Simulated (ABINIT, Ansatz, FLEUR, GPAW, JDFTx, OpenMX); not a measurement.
KBr: band gap by level of theory

Symmetry: Fm-3m, No. 225, cubic system. Conventional cell: a = 6.600 Å, b = 6.600 Å, c = 6.600 Å, α = 90.00°, β = 90.00°, γ = 90.00°. Around Br (site symmetry m-3m) lie 6 K at 3.30 Å. K (site symmetry m-3m) is surrounded by 6 Br at 3.30 Å.

| rung | level | program and potentials | cutoff (eV) | k mesh | task | spin | core time | chip | band gap (eV) | notes |
| --- | --- | --- | --- | --- | --- | --- | --- | --- | --- | --- |
| GGA | BLYP | Ansatz, all-electron LAPW, scalar-relativistic | - | 7 × 7 × 7 | band structure | off | 6.5 s | Arm Neoverse V1 | 4.44 | - |
| GGA | PBE | Ansatz, Ansatz PAW (files of its older set among them) | 800 | 7 × 7 × 7 | band structure | off | 12 s | Arm Neoverse V1 | 4.43 | 13 valence electrons an atom on average |
| GGA | PBE | Ansatz, PseudoDojo stringent (PBE files) | 1034 | 7 × 7 × 7 | band structure | off | 14 s | Arm Neoverse V1 | 4.44 | 13 valence electrons an atom on average |
| GGA | PBE | ABINIT, JTH PAW PBE v2.0 | 544 | 6 × 6 × 6 | single point | off | 17 s | Arm Neoverse V1 | 4.43 | 8 valence electrons an atom on average |
| GGA | PBE | Ansatz, all-electron LAPW, relativistic spinors | - | 5 × 5 × 5 | band structure | SOC, no magnetisation | 24 s | Arm Neoverse V2 | 4.27 | - |
| GGA | PBE | OpenMX, OpenMX 2013 PBE set, Br7.0-s3p2d2, K10.0-s3p2d1, grid cutoff 300 Ry | - | 7 × 7 × 7 | band structure | off | 49 s | Arm Neoverse V2 | 4.42 | atomic basis; 8 valence electrons an atom on average |
| GGA | RPBE | GPAW, the program's PAW data sets (release 1.2.1) made for this functional | 600 | 7 × 7 × 7 | band structure | off | 53 s | Arm Neoverse V2 | 4.78 | 8 valence electrons an atom on average |
| GGA | WC | FLEUR, all-electron, FLAPW | - | 7 × 7 × 7 | band structure | off | 61 s | Arm Neoverse V1 | 4.34 | - |
| GGA | PW91 | ABINIT, JTH PAW PBE v2.0 | 435 | 7 × 7 × 7 | band structure | off | 68 s | Arm Neoverse V1 | 4.45 | potentials made for PBE; 8 valence electrons an atom on average |
| GGA | RPBE | FLEUR, all-electron, FLAPW | - | 7 × 7 × 7 | band structure | off | 69 s | Arm Neoverse V1 | 5.05 | far from this level's other runs, cause not traced |
| LDA | LDA | JDFTx, PseudoDojo-SR-LDA-0.4.1-standard with smoothed tails | 980 | 7 × 7 × 7 | band structure | off | 77 s | Arm Neoverse V1 | 4.03 | 8 valence electrons an atom on average; from the band path |
| GGA | PBE | OpenMX, OpenMX 2013 PBE set, Br7.0-s3p2d2f1, K10.0-s3p2d2, grid cutoff 300 Ry | - | 7 × 7 × 7 | band structure | off | 1.7 min | Arm Neoverse V1 | 4.45 | atomic basis; 8 valence electrons an atom on average |
| LDA | LDA | ABINIT, PseudoDojo NC SR LDA v0.4.1 standard | 980 | 7 × 7 × 7 | band structure | off | 3.3 min | Arm Neoverse V2 | 4.03 | 8 valence electrons an atom on average |
| GGA | PW91 | ABINIT, JTH PAW PBE v2.0 | 435 | 7 × 7 × 7 | band structure | SOC, no magnetisation | 4.5 min | Arm Neoverse V2 | 4.29 | potentials made for PBE; 8 valence electrons an atom on average |
| GGA | PBEsol | ABINIT, PseudoDojo NC SR PBEsol v0.4.1 standard | 1007 | 7 × 7 × 7 | band structure | off | 4.8 min | Arm Neoverse V2 | 4.28 | 8 valence electrons an atom on average |
| GGA | PBE | ABINIT, SG15 NC PBE v1.2 | 1007 | 7 × 7 × 7 | band structure | off | 6 min | Arm Neoverse V1 | 4.42 | 8 valence electrons an atom on average |
| LDA | LDA | ABINIT, PseudoDojo NC SR LDA v0.4 stringent | 1034 | 7 × 7 × 7 | band structure | off | 7.7 min | Arm Neoverse V1 | 4.03 | 13 valence electrons an atom on average |

Times are single runs on shared hosts and different chips, so they are rough; meshes, cutoffs and the tasks' sizes weigh on the time. Gaps are the least found on the k mesh or the band path, and a mesh can miss the band edges. The cell comes from a database and isn't always the measured one. Meshes differ between rows, which moves values too. All levels ran on this one cell, unrelaxed unless noted. Meshes are those of the run's cell of 2 atoms unless a note names another. Runs on faulty files, with rough fits or with known faults for this quantity aren't shown.

By rung: LDA 4.03; GGA 4.28 to 5.05; GGA with SOC 4.27 to 4.29; GGA in atomic bases 4.42 to 4.45 (eV).
